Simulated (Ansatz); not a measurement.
**SrCl2 (Fm-3m): the host for defect calculations**

Aim: the runs on the perfect crystal SrCl2 (Fm-3m) that a defect calculation needs first.

Method: plane-wave PAW DFT, PBEsol; relaxation of the defect-free supercell from random displacements, a test of the host's stability, in Ansatz 0.2.0.

### 1. The structure

The cell holds 54 atoms: 18 Sr and 36 Cl. Cell: a = 9.769 Å, b = 14.653 Å, c = 14.653 Å, α = 60.0°, β = 60.0°, γ = 60.0°.

### 2. Defect free supercell relaxed from displaced atoms

The input displaces the atoms at random before the relaxation, so that it can leave a symmetric saddle if there is one.

pristine.rattled/input.yaml reads:

```yaml
crystal:
  lattice:
    - [0.0, 6.9076592314, 6.9076592314]
    - [10.3614888471, 0.0, 10.3614888471]
    - [10.3614888471, 10.3614888471, 0.0]
  atoms:
    - { symbol: Sr, position: [0.0, 0.0, 0.0] }
    - { symbol: Cl, position: [0.375, 0.25, 0.25] }
    - { symbol: Cl, position: [0.125, 0.0833333333, 0.0833333333] }
    - { symbol: Sr, position: [0.0, 0.0, 0.3333333333] }
    - { symbol: Cl, position: [0.375, 0.25, 0.5833333333] }
    - { symbol: Cl, position: [0.125, 0.0833333333, 0.4166666667] }
    - { symbol: Sr, position: [0.0, 0.0, 0.6666666667] }
    - { symbol: Cl, position: [0.375, 0.25, 0.9166666667] }
    - { symbol: Cl, position: [0.125, 0.0833333333, 0.75] }
    - { symbol: Sr, position: [0.0, 0.3333333333, 0.0] }
    - { symbol: Cl, position: [0.375, 0.5833333333, 0.25] }
    - { symbol: Cl, position: [0.125, 0.4166666667, 0.0833333333] }
    - { symbol: Sr, position: [0.0, 0.3333333333, 0.3333333333] }
    - { symbol: Cl, position: [0.375, 0.5833333333, 0.5833333333] }
    - { symbol: Cl, position: [0.125, 0.4166666667, 0.4166666667] }
    - { symbol: Sr, position: [0.0, 0.3333333333, 0.6666666667] }
    - { symbol: Cl, position: [0.375, 0.5833333333, 0.9166666667] }
    - { symbol: Cl, position: [0.125, 0.4166666667, 0.75] }
    - { symbol: Sr, position: [0.0, 0.6666666667, 0.0] }
    - { symbol: Cl, position: [0.375, 0.9166666667, 0.25] }
    - { symbol: Cl, position: [0.125, 0.75, 0.0833333333] }
    - { symbol: Sr, position: [0.0, 0.6666666667, 0.3333333333] }
    - { symbol: Cl, position: [0.375, 0.9166666667, 0.5833333333] }
    - { symbol: Cl, position: [0.125, 0.75, 0.4166666667] }
    - { symbol: Sr, position: [0.0, 0.6666666667, 0.6666666667] }
    - { symbol: Cl, position: [0.375, 0.9166666667, 0.9166666667] }
    - { symbol: Cl, position: [0.125, 0.75, 0.75] }
    - { symbol: Sr, position: [0.5, 0.0, 0.0] }
    - { symbol: Cl, position: [0.875, 0.25, 0.25] }
    - { symbol: Cl, position: [0.625, 0.0833333333, 0.0833333333] }
    - { symbol: Sr, position: [0.5, 0.0, 0.3333333333] }
    - { symbol: Cl, position: [0.875, 0.25, 0.5833333333] }
    - { symbol: Cl, position: [0.625, 0.0833333333, 0.4166666667] }
    - { symbol: Sr, position: [0.5, 0.0, 0.6666666667] }
    - { symbol: Cl, position: [0.875, 0.25, 0.9166666667] }
    - { symbol: Cl, position: [0.625, 0.0833333333, 0.75] }
    - { symbol: Sr, position: [0.5, 0.3333333333, 0.0] }
    - { symbol: Cl, position: [0.875, 0.5833333333, 0.25] }
    - { symbol: Cl, position: [0.625, 0.4166666667, 0.0833333333] }
    - { symbol: Sr, position: [0.5, 0.3333333333, 0.3333333333] }
    - { symbol: Cl, position: [0.875, 0.5833333333, 0.5833333333] }
    - { symbol: Cl, position: [0.625, 0.4166666667, 0.4166666667] }
    - { symbol: Sr, position: [0.5, 0.3333333333, 0.6666666667] }
    - { symbol: Cl, position: [0.875, 0.5833333333, 0.9166666667] }
    - { symbol: Cl, position: [0.625, 0.4166666667, 0.75] }
    - { symbol: Sr, position: [0.5, 0.6666666667, 0.0] }
    - { symbol: Cl, position: [0.875, 0.9166666667, 0.25] }
    - { symbol: Cl, position: [0.625, 0.75, 0.0833333333] }
    - { symbol: Sr, position: [0.5, 0.6666666667, 0.3333333333] }
    - { symbol: Cl, position: [0.875, 0.9166666667, 0.5833333333] }
    - { symbol: Cl, position: [0.625, 0.75, 0.4166666667] }
    - { symbol: Sr, position: [0.5, 0.6666666667, 0.6666666667] }
    - { symbol: Cl, position: [0.875, 0.9166666667, 0.9166666667] }
    - { symbol: Cl, position: [0.625, 0.75, 0.75] }
basis:
  ecutwfc: 420
  xc_grid: 2
hamiltonian:
  xc: pbesol
kpoints:
  mp_grid: { grid: [1, 1, 1], shift: [0.25, 0.25, 0.25] }
scf:
  occupations: { method: fermi_dirac, width: 0.01 }
  max_iter: 80
output:
  forces: true
relax:
  f_tol: 0.01
  max_steps: 120
  random_displacement: { amplitude: 0.08, seed: 5034 }
checkpoint:
  write: "../pristine.rattled.run"
  compress: false
  write_wavefunctions: false
  write_every: 100000
```

On the command line:

```console
$ ansatz run input.yaml --threads 4 --pin off --max-ram 7536MiB --backend cpu --events-out ev --progress --plain --runs-dir out
```

Numbers of over 12 decimals in the logs are rounded to 6 here.

What it wrote:

```text
[... repeated set-up lines and file paths are left out, and long positions are rounded to six places ...]
Engine: ansatz 0.2.0, aarch64-unknown-linux-gnu
Pseudopotentials: kind: paw
Pseudopotential: Sr, paw, valence charge 10, recommended cutoff 420 eV (normal), Sr.paw.azcp
Pseudopotential: Cl, paw, valence charge 7, recommended cutoff 420 eV (normal), Cl.paw.azcp
Functional definition: PBEsol
  exchange = pbesol_x
  correlation = pbesol_c
Crystal: 54 atoms, lattice volume = 1483.219 Å³
Basis set: ecut = 420 eV, 29085 PW (Γ), exchange–correlation on 144×200×200 points (8 copies of the dense FFT grid, shifted against one another)
Bands: 270, of which v1, the nominal top of the filled ones, is band 216 counted from 1 (215 counted from 0)
Symmetry: 1 space group operations
k-points: 1
Non-local potential: Sr, projectors of the file, l = 0: 3, l = 1: 2, l = 2: 2
Non-local potential: Cl, projectors of the file, l = 0: 2, l = 1: 2, l = 2: 2
PAW form: soft (Blöchl's): semilocal exchange-correlation on the pseudo side does not see the compensation charge
PAW frozen core: Sr, regenerated for the run's functional, and the local potential with it (the file was generated under x = pbe(κ = 0.804, μ = 0.219515), c = pbe(β = 0.066725))
PAW frozen core: Cl, regenerated for the run's functional, and the local potential with it (the file was generated under x = pbe(κ = 0.804, μ = 0.219515), c = pbe(β = 0.066725))
PAW one-centre angular grid: Sr, 110 points (default); XC on 64 Gauss nodes
PAW one-centre angular grid: Cl, 110 points (default); XC on 64 Gauss nodes
Initial density: superposition of atomic densities (neutral atoms: chi_scale 0, normalization atom), corrected by the library's trained network
Initial wavefunctions: pseudopotential atomic-orbital guess
Functional: x = pbesol(κ = 0.804, μ = 0.123457), c = pbesol(β = 0.046)
SCF iter   1: F=—  HF=-101184.095562 eV  |F-HF|=—  |Δ(HF+E_count)|=         —  Δρ=3.86e-3  dr2=3.25e-1  ethr=1.77e-3  ⟨swp⟩=13.0  Hψ=1702  notcnv=0  defer=13
preconditioner: auto → Resta (q_TF=auto, 2.221 Å⁻¹)  ε∞=3.0  [insulator: Δε(μ)=5.458 eV  Ē_g=13.675 eV  σ=0.010 eV  W_gap=1.00  n_scr=280 (ndim 8)  ℏωp=19.2 eV  f_vac=0.085  D(μ)=0.00/eV (n_scr^D=0)  ε∞_Penn≈3.0]
SCF iter   2: F=—  HF=-101184.012833 eV  |F-HF|=—  |Δ(HF+E_count)|=   8.27e-2  Δρ=1.43e-3  dr2=3.91e-2  ethr=7.52e-5  ⟨swp⟩=3.0  Hψ=432  notcnv=0  defer=47
SCF iter   3: F=—  HF=-101184.009540 eV  |F-HF|=—  |Δ(HF+E_count)|=   3.29e-3  Δρ=4.32e-4  dr2=2.05e-3  ethr=9.04e-6  ⟨swp⟩=3.0  Hψ=379  notcnv=0  defer=47
SCF iter   4: F=—  HF=-101184.011602 eV  |F-HF|=—  |Δ(HF+E_count)|=   2.06e-3  Δρ=4.95e-5  dr2=6.35e-5  ethr=4.76e-7  ⟨swp⟩=3.0  Hψ=379  notcnv=0  defer=47
SCF iter   5: F=—  HF=-101184.011764 eV  |F-HF|=—  |Δ(HF+E_count)|=   1.62e-4  Δρ=2.07e-5  dr2=1.03e-5  ethr=1.47e-8  ⟨swp⟩=2.0  Hψ=422  notcnv=0  defer=47
SCF iter   6: F=-101184.011794 eV  HF=-101184.011792 eV  |F-HF|=1.68e-6  |Δ(HF+E_count)|=   2.79e-5  Δρ=5.99e-6  dr2=1.07e-6  ethr=5.79e-10  ⟨swp⟩=5.0  Hψ=927  notcnv=0
SCF 1 converged in 6 iterations: F = -101184.011794 eV  dr2 = 1.07e-6
  greatest PAW one-centre occupation: 0.986 electrons in one spin orbital (limit 2), on the Sr atom at site 33 (counted from 0), in its partial waves of l = 0
relax step   1: F+E_penalty+E_count = -101184.01179397 eV  Δ(F+E_penalty+E_count) = +0.000e0 eV  max|allowed force component| = 4.650e-1 eV/Å  Δτ_max = 0.0000 Å  (6 SCF iters, dr2 threshold 2.50e-6 eV, accepted)
[... the SCF cycles and remarks between the steps are left out from here to the last step ...]
relax step   2: F+E_penalty+E_count = -101184.51079843 eV  Δ(F+E_penalty+E_count) = -4.990e-1 eV  max|allowed force component| = 2.539e-1 eV/Å  Δτ_max = 0.1279 Å  (6 SCF iters, dr2 threshold 1.35e-5 eV, accepted)
relax step   3: F+E_penalty+E_count = -101184.60202241 eV  Δ(F+E_penalty+E_count) = -9.122e-2 eV  max|allowed force component| = 6.272e-3 eV/Å  Δτ_max = 0.0577 Å  (5 SCF iters, dr2 threshold 4.03e-6 eV, accepted)
iter 1 solved again at ethr=8.41e-10 eV; its pass at ethr=3.10e-3 eV (dr2=3.63e-6 eV) is discarded
SCF iter   1: F=—  HF=-101184.601993 eV  |F-HF|=—  |Δ(HF+E_count)|=         —  Δρ=1.44e-5  dr2=3.63e-6  ethr=8.41e-10  ⟨swp⟩=1.0  Hψ=630  notcnv=0  defer=47
SCF iter   2: F=—  HF=-101184.602020 eV  |F-HF|=—  |Δ(HF+E_count)|=   2.65e-5  Δρ=8.84e-6  dr2=1.67e-6  ethr=8.41e-10  ⟨swp⟩=2.0  Hψ=285  notcnv=0  defer=47
SCF iter   3: F=-101184.602024 eV  HF=-101184.602023 eV  |F-HF|=1.48e-7  |Δ(HF+E_count)|=   3.68e-6  Δρ=1.40e-6  dr2=5.00e-8  ethr=2.31e-11  ⟨swp⟩=3.0  Hψ=1113  notcnv=0
SCF 4 converged in 3 iterations: F = -101184.602024 eV  dr2 = 5.00e-8
relax step   4: F+E_penalty+E_count = -101184.60202354 eV  Δ(F+E_penalty+E_count) = -1.124e-6 eV  max|allowed force component| = 6.220e-3 eV/Å  Δτ_max = 0.0000 Å  (3 SCF iters, accepted)
SCF converged after 3 iterations
Free energy (F): -101184.602024 eV
Harris-Foulkes:  -101184.602023 eV  (|F-HF|=1.48e-7)
Internal energy: -101184.602024 eV  (E = F + TS)
E sigma→0 (E₀):  -101184.602024 eV
Fermi energy:    6.026038 eV
--- Per-component energies (eV) ---
  E_band       = -2553.691500
  E_kinetic    = 10223.359335
  E_local      = -20947.463202  (includes V_loc(G=0)·N_el)
  E_nonlocal   = 4700.792269
  E_hartree    = 5713.871446
  E_xc         = -6924.687362
  E_vxc        = -7302.891035  (∫ρ·V_xc dr)
  E_paw        = -70707.846436  (= ΣΔE_a)
  E_vpaw       = -655.235489  (= ΣTr[D̂ρ^β])
  E_aug_tail   = 0.003380  (compensation charges beyond the density's cutoff)
  E_ewald      = -23247.873262
  E_core_change = 5.241809  (= ΣΔE_core)
  E_smearing   = -0.000000  (= −TS)
  E_closure    = -0.000000  (closes the sum)
  Σ components = -101184.602024   (vs F -101184.602024, Δ=0.00e0)
--- Forces (eV/Å), atoms counted from 1 ---
  atom   1  Sr     0.00046639    -0.00262287    -0.00233028
  atom   2  Cl    -0.00286647    -0.00288290     0.00096043
  atom   3  Cl    -0.00007691    -0.00102711     0.00456045
  atom   4  Sr    -0.00018469     0.00342153     0.00120620
  atom   5  Cl     0.00006681     0.00318703     0.00048985
  atom   6  Cl     0.00245455     0.00407848     0.00381291
  atom   7  Sr     0.00265443     0.00471387    -0.00299769
  atom   8  Cl     0.00021615    -0.00260330    -0.00114908
  atom   9  Cl     0.00015165    -0.00141723     0.00621964
  atom  10  Sr     0.00024657    -0.00031039    -0.00099228
  atom  11  Cl    -0.00017946    -0.00071686    -0.00209419
  atom  12  Cl     0.00026511     0.00071452    -0.00033797
  atom  13  Sr     0.00220210     0.00140323    -0.00241348
  atom  14  Cl    -0.00389851    -0.00244034    -0.00020913
  atom  15  Cl    -0.00076348     0.00479702    -0.00009731
  atom  16  Sr     0.00123678    -0.00192698     0.00077497
  atom  17  Cl    -0.00099107     0.00241405    -0.00087499
  atom  18  Cl     0.00259934    -0.00016076     0.00049682
  atom  19  Sr    -0.00156279     0.00530413     0.00039707
  atom  20  Cl     0.00063344    -0.00216659    -0.00304401
  atom  21  Cl     0.00295636     0.00035213     0.00016310
  atom  22  Sr    -0.00072977    -0.00289617    -0.00027781
  atom  23  Cl     0.00084836    -0.00006006    -0.00111882
  atom  24  Cl     0.00059672    -0.00050145     0.00067687
  atom  25  Sr    -0.00154087     0.00066495    -0.00013603
  atom  26  Cl     0.00235995    -0.00276219    -0.00194153
  atom  27  Cl    -0.00077591    -0.00017897    -0.00053427
  atom  28  Sr    -0.00039772     0.00208637    -0.00429078
  atom  29  Cl    -0.00149009     0.00043932    -0.00228269
  atom  30  Cl     0.00018704     0.00024989    -0.00163726
  atom  31  Sr     0.00054155    -0.00189735    -0.00152764
  atom  32  Cl    -0.00030931    -0.00356647    -0.00327583
  atom  33  Cl     0.00570687     0.00129650     0.00038552
  atom  34  Sr     0.00004338     0.00235775    -0.00077375
  atom  35  Cl    -0.00014553    -0.00078482    -0.00228398
  atom  36  Cl     0.00068083     0.00147563    -0.00060026
  atom  37  Sr    -0.00406059    -0.00016649     0.00126372
  atom  38  Cl     0.00068892     0.00200835    -0.00199893
  atom  39  Cl     0.00090716    -0.00052791     0.00170107
  atom  40  Sr    -0.00172240    -0.00363952     0.00147825
  atom  41  Cl    -0.00311857    -0.00191234    -0.00101886
  atom  42  Cl    -0.00060509     0.00152910     0.00219261
  atom  43  Sr     0.00126188     0.00159375    -0.00204798
  atom  44  Cl     0.00198441     0.00014218    -0.00016858
  atom  45  Cl     0.00176254    -0.00094765     0.00346405
  atom  46  Sr    -0.00200769    -0.00230352     0.00378666
  atom  47  Cl    -0.00046409    -0.00184000     0.00171785
  atom  48  Cl    -0.00037273     0.00454953     0.00186427
  atom  49  Sr    -0.00281160    -0.00166159    -0.00259206
  atom  50  Cl     0.00055189    -0.00192032     0.00106717
  atom  51  Cl     0.00086952    -0.00273603     0.00232435
  atom  52  Sr     0.00082714    -0.00043503     0.00203717
  atom  53  Cl    -0.00290900    -0.00079607    -0.00102439
  atom  54  Cl    -0.00198363     0.00102275     0.00303806
  max |Σ_I F_I| component: 7.23e-6 eV/Å
--- Relaxed structure (4 steps of the walk, 4 accepted, 0 SCFs on fresh bases) ---
  F+E_penalty+E_count = -101184.60202354 eV   max|allowed force component| = 6.220e-3 eV/Å
  atoms:
    - { symbol: Sr, position: [0.000221, -0.000140, 0.000644] }
    - { symbol: Cl, position: [0.374684, 0.249859, 0.250894] }
    - { symbol: Cl, position: [0.124966, 0.083135, 0.084151] }
    - { symbol: Sr, position: [-9.555902243105048e-5, -0.000112, 0.333909] }
    - { symbol: Cl, position: [0.374742, 0.249901, 0.583823] }
    - { symbol: Cl, position: [0.124766, 0.083260, 0.417123] }
    - { symbol: Sr, position: [-8.707316941209106e-5, 7.716263954639663e-5, 0.666992] }
    - { symbol: Cl, position: [0.375009, 0.249863, 0.917345] }
    - { symbol: Cl, position: [0.124866, 0.083066, 0.750784] }
    - { symbol: Sr, position: [5.447105455286261e-5, 0.333225, 0.000606] }
    - { symbol: Cl, position: [0.375033, 0.583249, 0.250683] }
    - { symbol: Cl, position: [0.124936, 0.416727, 0.083898] }
    - { symbol: Sr, position: [-7.683562652477383e-5, 0.333410, 0.333770] }
    - { symbol: Cl, position: [0.374776, 0.583294, 0.584174] }
    - { symbol: Cl, position: [0.124700, 0.416861, 0.417213] }
    - { symbol: Sr, position: [1.06761574020231e-6, 0.333159, 0.667374] }
    - { symbol: Cl, position: [0.374618, 0.583288, 0.917311] }
    - { symbol: Cl, position: [0.125291, 0.416472, 0.750592] }
    - { symbol: Sr, position: [-0.000519, 0.666882, 0.000501] }
    - { symbol: Cl, position: [0.375270, 0.916588, 0.250513] }
    - { symbol: Cl, position: [0.125030, 0.749904, 0.083923] }
    - { symbol: Sr, position: [7.886854899186169e-5, 0.666511, 0.334074] }
    - { symbol: Cl, position: [0.374895, 0.916617, 0.583786] }
    - { symbol: Cl, position: [0.125119, 0.749901, 0.417374] }
    - { symbol: Sr, position: [-0.000222, 0.666605, 0.667414] }
    - { symbol: Cl, position: [0.375171, 0.916634, 0.917174] }
    - { symbol: Cl, position: [0.124780, 0.750129, 0.750652] }
    - { symbol: Sr, position: [0.500094, 0.000130, 0.000450] }
    - { symbol: Cl, position: [0.874794, 0.250071, 0.250552] }
    - { symbol: Cl, position: [0.625178, 0.083410, 0.083973] }
    - { symbol: Sr, position: [0.500083, -0.000167, 0.333932] }
    - { symbol: Cl, position: [0.875281, 0.249960, 0.583783] }
    - { symbol: Cl, position: [0.625215, 0.083188, 0.417116] }
    - { symbol: Sr, position: [0.499821, -6.131880390883304e-5, 0.667195] }
    - { symbol: Cl, position: [0.875110, 0.249927, 0.917281] }
    - { symbol: Cl, position: [0.624992, 0.083472, 0.750358] }
    - { symbol: Sr, position: [0.499801, 0.333306, 0.000821] }
    - { symbol: Cl, position: [0.874816, 0.583444, 0.250410] }
    - { symbol: Cl, position: [0.624869, 0.416539, 0.084075] }
    - { symbol: Sr, position: [0.499857, 0.333252, 0.334084] }
    - { symbol: Cl, position: [0.874884, 0.583202, 0.584201] }
    - { symbol: Cl, position: [0.624834, 0.416670, 0.417416] }
    - { symbol: Sr, position: [0.500075, 0.333310, 0.667194] }
    - { symbol: Cl, position: [0.874824, 0.583167, 0.917255] }
    - { symbol: Cl, position: [0.625033, 0.416384, 0.750797] }
    - { symbol: Sr, position: [0.499709, 0.666521, 0.000800] }
    - { symbol: Cl, position: [0.874990, 0.916348, 0.250694] }
    - { symbol: Cl, position: [0.624641, 0.750092, 0.083905] }
    - { symbol: Sr, position: [0.500017, 0.666718, 0.334036] }
    - { symbol: Cl, position: [0.874759, 0.916467, 0.583987] }
    - { symbol: Cl, position: [0.625151, 0.749704, 0.417546] }
    - { symbol: Sr, position: [0.499863, 0.666465, 0.667491] }
    - { symbol: Cl, position: [0.874723, 0.916792, 0.917252] }
    - { symbol: Cl, position: [0.624590, 0.749963, 0.750817] }
```

It took 4.5 min on 4 threads of Arm Neoverse N1, shared host; peak memory 2.2 GiB; 8 min of CPU time.

Step by step:

```tsv
step	energy less that of the first step (eV)	largest force component (eV/Å)
1	0.0000	0.4650
2	-0.4990	0.2539
3	-0.5902	0.0063
4	-0.5902	0.0062
```

The relaxation ends 11 meV an atom lower than the displaced start, with a largest force component of 0.0062 eV/Å.

### 3. What came out

- symmetric supercell less the displaced and relaxed one: 0.000 eV

What this shows: The energy fell by 0.590 eV from the randomly displaced start; the atoms end within 0.005 Å of the sites as typed, once the mean shift is taken out. The displaced cell ends within 0.01 eV of the symmetric one, so no lower structure shows in this supercell. All at zero temperature.

[Logs are printed without paths, hosts, clocks, repeated set-up lines and the standing remarks that a program may print on its own settings, such as how far it seeks lower states.]

[Hosts, paths, dates, database ids (printed as entryN), source tags and the programs' standing remarks are cut or masked in the printed files.]

[Runs of the host that timed out are not shown.]

[For some hosts the program warned that the k-mesh of the response run may be too coarse for force constants and the static dielectric constant; such warnings are not always shown.]
